At 400 K the phonon free energy is suddenly negative, after three cooler rows in which it is positive. A reader who watches for sign changes might suspect a phase transition just below that row. Yet the phonon entropy and the phonon heat capacity pass the same stretch without a kink. All rows belong to one phosphorus crystal with one set of force constants, and only the temperature in the vibrational sums differs. This crystal is a network form set up for the calculation, not black phosphorus or another common allotrope, and its values should not be read as theirs. The sign has to come from the way these vibrations take up heat, and that is best followed from the cold end.

Harmonic vibrational quantities of phosphorus (space group I-42d, 8-atom cell) at constant volume, computed with Ansatz 0.2.0 using PBE without dispersion correction, PAW, a 420 eV plane-wave cutoff and a 6×6×6 k mesh. Phonons come from linear response on a 2×2×2 q mesh; the free energy includes the zero-point energy but not the static energy.

| temperature (K) | phonon entropy (kB/atom) | phonon free energy (meV/atom) | phonon heat capacity (kB/atom) |
| --- | --- | --- | --- |
| 100 | 0.916 | 47.90 | 1.224 |
| 200 | 2.077 | 34.90 | 2.128 |
| 300 | 3.028 | 12.70 | 2.534 |
| 400 | 3.785 | -16.70 | 2.719 |
| 500 | 4.403 | -52.10 | 2.814 |
| 600 | 4.921 | -92.30 | 2.868 |
| 700 | 5.366 | -136.70 | 2.902 |
| 800 | 5.755 | -184.60 | 2.924 |
| 900 | 6.100 | -235.70 | 2.940 |
| 1000 | 6.411 | -289.70 | 2.951 |

**Two limits**

A harmonic vibration has evenly spaced energy levels, and the spacing is its quantum $\hbar\omega$. When the thermal energy $k_\mathrm{B}T$ is much smaller than the quantum, the vibration stays in its lowest level. It then keeps its zero-point energy, half a quantum, but takes up almost no heat. When $k_\mathrm{B}T$ is much larger, the steps no longer matter and the vibration adds $k_\mathrm{B}$ to the heat capacity. With three vibrations per atom the hot limit is therefore 3 $k_\mathrm{B}$ per atom, whatever the bonds are like.

The material enters through the temperatures at which its vibrations thaw. In this network each atom has three neighbours, and since every bond is shared by two atoms, the cell of 8 atoms holds 12 bonds. The vibrations at the zone centre, in which all cells move alike, fall into two equal groups with a wide gap between 211 and 371 cm⁻¹.

The upper group has as many members as there are bonds, which suggests that it consists of bond stretching. The lower group would then hold the softer motions, in which bond angles change or larger pieces of the network move against each other, along with the acoustic modes. This assignment rests on the count and on the usual order of stiffness, not on an inspection of how the atoms move. The estimates below use only the frequencies, so they hold whether or not the name stretching fits every vibration of the upper group.

**At 100 K: half of the spectrum is nearly silent**

The simplest model that keeps this division gives each group a single frequency, as Einstein's model does for a whole solid. The twelve upper zone-centre modes have a mean quantum of 51.56 meV, and the model takes this value for the upper group at all wave vectors. The lower quantum follows from the zero-point energy of 50.99 meV per atom, which is half a quantum for each of three vibrations. The mean quantum of all vibrations is thus $2\times50.99/3=33.99$ meV, and the lower group must have $2\times33.99-51.56=16.42$ meV.

Each atom has one and a half vibrations of either kind. With $x=\hbar\omega/k_\mathrm{B}T$ the heat capacity per atom is

$$\frac{C}{k_\mathrm{B}}=1.5\,c(x_\mathrm{low})+1.5\,c(x_\mathrm{up}),\qquad c(x)=\frac{x^2e^x}{(e^x-1)^2}.$$

At 100 K, $k_\mathrm{B}T$ is 8.617 meV, so that $x_\mathrm{low}=1.91$ and $x_\mathrm{up}=5.98$. This gives

$$\frac{C}{k_\mathrm{B}}=1.5\times0.745+1.5\times0.091=1.254.$$

The table has 1.224, so the estimate is 2.4 % above the computed value, although no heat capacity went into it. Nearly nine tenths of the estimate come from the lower group. The stretching vibrations are almost frozen, because their quantum is six times the thermal energy.

The heat capacity of this row is also the one that depends most on the exact frequencies of the soft vibrations, and there the calculation is weakest. Its mesh of phonon wave vectors is coarse, the interpolation between them lacks the quadrupole term, and the functional leaves out the dispersion attraction that can matter for soft motions. How far these gaps shift the values has not been tested. In the heat capacity such an error should fade on warming. In the entropy it should persist, because a hot vibration's entropy still depends on its frequency. The two-frequency model has a lower limit of its own. Much nearer to absolute zero only long acoustic waves are still excited, and the heat capacity follows Debye's cubic law, which no fixed frequency can imitate.

**From 100 to 300 K: the stretching vibrations thaw**

Over these two steps the heat capacity doubles, from 1.224 to 2.534 $k_\mathrm{B}$ per atom. In the model about three quarters of the rise belong to the upper group. The lower group was already well awake at the start and has little left to gain. The curve bends over because both groups slow down. From the first step to the second, the gain of the upper group drops from 0.61 to 0.34 $k_\mathrm{B}$ per atom, and that of the lower group from 0.27 to 0.06.

The model also yields a rule that carries over to other solids. A vibration has reached about 70 % of its full heat capacity when $k_\mathrm{B}T$ is half its quantum, and about 90 % when the two are equal. For the stretching group here these points lie near 300 K and 600 K. Stiffer bonds or lighter atoms raise the quantum and move both points to higher temperature, while softer bonds or heavier atoms lower them.

**Between 300 and 400 K: the sign change**

The free energy is the vibrational energy minus temperature times entropy, $F=U-TS$. At 300 K the energy is 91.0 meV per atom and $TS$ is 78.3 meV, so $F$ is still positive. At 400 K the energy has grown to 113.8 meV, but $TS$ has overtaken it with 130.5 meV. A straight line between the rows puts the crossing near 343 K; since the curve bends downwards and lies above that line, the true crossing is expected a few kelvin higher.

Nothing in the crystal marks this temperature. The scale has its zero at atoms resting in their equilibrium positions, so the free energy starts out positive by the whole zero-point energy. Counted from the zero-point level instead, it is negative even at 100 K, by $47.90-50.99=-3.09$ meV per atom, and falls from there on. A change to another crystal structure would show in the comparison of the two structures, each with its static energy included, and the table holds one structure without it.

What does carry meaning is the slope. The free energy falls with temperature at a rate equal to the entropy, so it must fall faster as the entropy grows. Its first step of 100 K is 13 meV per atom downwards and its last one 54 meV. The ever steeper fall is thus the entropy column seen a second time.

**From 500 to 1000 K: the heat capacity settles, the entropy does not**

In the hot rows both groups are close to their classical share. The distance of the heat capacity from 3 $k_\mathrm{B}$ should shrink with the square of the temperature, since the leading quantum correction goes as $x^2$. Doubling the temperature from 500 K ought to cut it to a quarter, and in the table it drops by a factor of 3.8. Even at 1000 K some 1.6 % of the limit are missing.

The cold start leaves a lasting trace in the heat that the crystal has taken up. At 1000 K this heat falls short of the classical $3k_\mathrm{B}T$ by 46.8 meV per atom, and the shortfall is closing in on the zero-point energy. The reason is that the total energy of a hot oscillator, zero-point part included, approaches $k_\mathrm{B}T$. The half quantum that was there from the beginning never has to be supplied as heat.

For a heat balance that starts at room temperature most of this shortfall already lies in the past. It grows by only $46.75-37.57=9.18$ meV per atom between 300 and 1000 K. A constant heat capacity of 3 $k_\mathrm{B}$ would thus overstate the heat needed for that warming by about 5 %, at fixed volume and within the harmonic picture.

The heat capacity has a ceiling, but the entropy has none. It follows the logarithm of the number of levels within thermal reach, and for a hot oscillator this number keeps growing in proportion to temperature. Once the vibrations are nearly classical, each doubling of the temperature therefore adds nearly the same amount, in the limit $3\ln2=2.08$ $k_\mathrm{B}$ per atom. From 500 to 1000 K the table gains 2.01, close to that limit. Equal gains per doubling mean smaller gains per 100 K, which is why the column flattens without levelling off.

The entropy also shows what two frequencies cannot do. The model puts it too low in every row, by a nearly constant 0.13 $k_\mathrm{B}$ per atom from 200 K upwards, as the output below lists. A hot oscillator's entropy depends on the logarithm of its frequency, so a vibration below the mean adds more than one equally far above it takes away. Replacing a spread of frequencies by its mean loses this surplus, whereas the heat capacity of a warm crystal hardly notices the spread. This is the likely source of the deficit, though the spread over the whole zone was not evaluated here. The upper group is narrow at the zone centre, so most of the surplus should come from the lower group, which runs from the acoustic modes near zero up to 211 cm⁻¹ there.

These hot rows continue the same springs to higher temperature. Thermal expansion and the softening of bonds at large amplitude are absent, and both usually gain weight as a solid heats up. The smooth approach to 3 $k_\mathrm{B}$ is thus a property of harmonic vibrations, and it is no evidence that this phosphorus network would survive to 1000 K.

Numerical output:

```
mean frequency of all modes from the zero-point energy (cm^-1): 274.2
mean frequency of the upper group at the zone centre (cm^-1): 415.9
mean frequency of the lower group by difference (cm^-1): 132.5
quantum of the upper group (meV): 51.56
quantum of the lower group (meV): 16.42
Heat capacity and entropy (kB/atom):
   row  percent of limit  lower group  upper group  estimate  estimate less computed  entropy estimate less computed
   100              40.8        1.118        0.136     1.254                  0.0299                         -0.1487
   200             70.93        1.391       0.7471     2.139                 0.01053                         -0.1347
   300             84.47        1.451        1.088     2.538                0.004493                         -0.1318
   400             90.63        1.472        1.249     2.721                 0.00194                         -0.1305
   500              93.8        1.482        1.333     2.815                0.001072                         -0.1301
   600              95.6        1.487        1.382     2.869                0.001076                         -0.1297
   700             96.73        1.491        1.412     2.903               0.0006725                         -0.1297
   800             97.47        1.493        1.432     2.925               0.0009083                         -0.1296
   900                98        1.494        1.446      2.94               0.0003531                         -0.1291
  1000             98.37        1.495        1.456     2.952                0.000502                         -0.1297
Energies (meV/atom):
   row    kBT     TS  vibrational energy  heat taken up  shortfall from 3kBT  free energy step
   100  8.617  7.893               55.79          4.803                21.05               n/a
   200  17.23   35.8                70.7          19.71                   32               -13
   300  25.85  78.28               90.98          39.99                37.57             -22.2
   400  34.47  130.5               113.8          62.78                40.63             -29.4
   500  43.09  189.7               137.6          86.62                42.64             -35.4
   600   51.7  254.4               162.1          111.1                43.97             -40.2
   700  60.32  323.7                 187            136                44.97             -44.4
   800  68.94  396.7               212.1          161.2                45.66             -47.9
   900  77.56  473.1               237.4          186.4                46.27             -51.1
  1000  86.17  552.5               262.8          211.8                46.75               -54
upper group share of the estimated heat capacity rise from 100 to 300 K (percent): 74.1
heat capacity gap to the limit, 500 K over 1000 K (ratio): 3.796
entropy gain from 100 to 200 K (kB/atom): 1.161
entropy gain from 500 to 1000 K (kB/atom): 2.008
entropy gain from 900 to 1000 K (kB/atom): 0.311
classical entropy gain per doubling of temperature (kB/atom): 2.079
temperature where the free energy passes zero, straight line between rows (K): 343.2
```
